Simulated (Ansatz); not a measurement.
# AlNi: the cost of one run

Computed with Ansatz 0.2.0 (DFT r2SCAN, scalar-relativistic, plane waves, PAW, unless a step's input says otherwise).

2 further runs of the same task are left out: 1 that didn't finish, 1 set aside as unsound or not needed. Runs told in other sessions of the task aren't counted.

## 1. The starting structure

It takes space group P4/mmm (No. 123, tetragonal). Conventional cell: a = 2.860 Å, b = 2.860 Å, c = 2.870 Å, α = 90.00°, β = 90.00°, γ = 90.00°. Al (site symmetry 4/mmm) is surrounded by 8 Ni at 2.48 Å. Around Ni (site symmetry 4/mmm) lie 8 Al at 2.48 Å.

As a file:

```
CELL_PARAMETERS angstrom
2.02239 -2.02217 0.00000
2.02239 2.02217 0.00000
0.00000 0.00000 2.87002
ATOMIC_POSITIONS crystal
Al 0.00000 0.00000 0.00000
Ni 0.50000 0.50000 0.50000
```

It goes back to an entry of the Materials Project, which need not be the stable form.

It is the result of an earlier relaxation at this level (volume 11.74 Å³/atom; gap on the mesh: none (metal)).

## 2. Zero of energy

Reference values: F = -6387.0576 eV; pressure -0.01 GPa; largest force 0.000 eV/Å; gap on the mesh none (metal). It was computed beforehand with the settings of the runs below.

## 3. Zone-centre phonons by finite displacements

File input.yaml:

```yaml
crystal:
  lattice:
    - [2.0223875562, -2.0221673115, 0.0]
    - [2.0223875562, 2.0221673115, 0.0]
    - [0.0, 0.0, 2.8700173316]
  atoms:
    - { symbol: Al, position: [0.0, 0.0, 0.0] }
    - { symbol: Ni, position: [0.5, 0.5, 0.5] }
basis:
  ecutwfc: 500
kpoints:
  mp_grid: { grid: [20, 20, 20] }
hamiltonian:
  xc: r2scan
scf:
  occupations: { method: gaussian, width: 0.15 }
output:
  eigenvalues: true
phonons:
  method: fd
  supercell: [1, 1, 1]
  amplitude: 0.02
  eigenvectors: true
  dielectric: false
```

Started as:

```console
ansatz run input.yaml --threads 2 --pin off --max-ram 5120MiB --backend cpu --events-out ev --progress --plain --runs-dir out
```

Q: Estimate wall time and peak memory on 2 threads of Oxide Virtual Turin-like (Zen 5), shared host.

About 3.3 min, with a peak of 1.6 GiB.
